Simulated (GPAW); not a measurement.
Runs of GPAW 26.7.0 on Al2O3. It takes space group Pnnm (No. 58, orthorhombic). The conventional cell has a = 4.614 Å, b = 9.563 Å, c = 3.120 Å, α = 90.00°, β = 90.00°, γ = 90.00°. Al (site symmetry m) is surrounded by 4 O at 1.68 to 1.82 Å. Around O (site symmetry 2/m) lie 2 Al at 1.68 Å. Around O (site symmetry m) lie 3 Al at 1.82 Å. Measurements of this composition are mostly on another form, of space group No. 167.

```tsv
task	level	potentials or basis	k mesh	band path	band points	gap on the mesh (eV)	pressure (GPa)	largest force (eV/Å)
band structure	PBEsol	PAW data sets generated in the run's folder for this functional, pw	4 × 2 × 6	GXSYGZURTZ,YT,UX,SR	60	3.46	-0.8	0.18
band structure	PBEsol	PAW data sets generated in the run's folder for this functional, pw	5 × 3 × 7	GXSYGZURTZ,YT,UX,SR	60	3.46	-0.8	0.18
band structure	RPBE	the program's PAW data sets (release 1.2.1) made for this functional, pw	5 × 3 × 7	GXSYGZURTZ,YT,UX,SR	60	(a)	4.8	0.24
single point	TB-mBJ	GPAW PAW data sets for LDA (gpaw-data 1.2.1), pw	4 × 2 × 6	-	-	5.92	-	-
```

Alike in all rows: no spin polarisation; cell as given; cutoff (eV) 800; smearing fermi-dirac 0.05 eV.

Task: Estimate the missing entries.

Result: (a) 3.71.

Caveats: a model potential gives levels but no total energy (some runs); the PAW data sets were made with another functional, which shifts forces and pressure a little (some runs).

